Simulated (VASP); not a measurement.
Runs of VASP 6.6.1 on GaN. Symmetry: F-43m, No. 216, cubic system. Conventional cell: a = 4.500 Å, b = 4.500 Å, c = 4.500 Å, α = 90.00°, β = 90.00°, γ = 90.00°. Ga (site symmetry -43m) is surrounded by 4 N at 1.95 Å. N (site symmetry -43m) has 4 Ga at 1.95 Å as nearest neighbours. The cell was built by a generator and needn't be a form met in nature.

```tsv
level	potentials or basis	gap on the mesh (eV)	pressure (GPa)
r2SCAN	VASP PAW PBE potentials, release 64 (Ga_d, N)	2.15	0.8
SCAN	VASP PAW PBE potentials, release 64 (Ga_d, N)	2.05	-0.2
PBEsol	VASP PAW PBE potentials, release 64 (Ga_d, N)	1.71	(b)
PBE	VASP PAW PBE potentials, release 64 (Ga_d, N)	1.75	6.0
TB-mBJ	VASP PAW PBE potentials, release 64 (Ga_d, N)	(a)	-
LDA	VASP PAW LDA potentials, release 64 (Ga_d, N)	1.78	-4.7
```

Alike in all rows: task single point; no spin polarisation; cell as given; k mesh 8 × 8 × 8; cutoff (eV) 520; smearing fermi-dirac 0.05 eV.

Task: Estimate the missing entries.

Result: (a) 2.89; (b) -0.5.

Caveats: the PAW data sets were made with another functional, which shifts forces and pressure a little (some runs).

A k mesh can miss the band edges, and the runs leave out spin-orbit coupling on Ga.
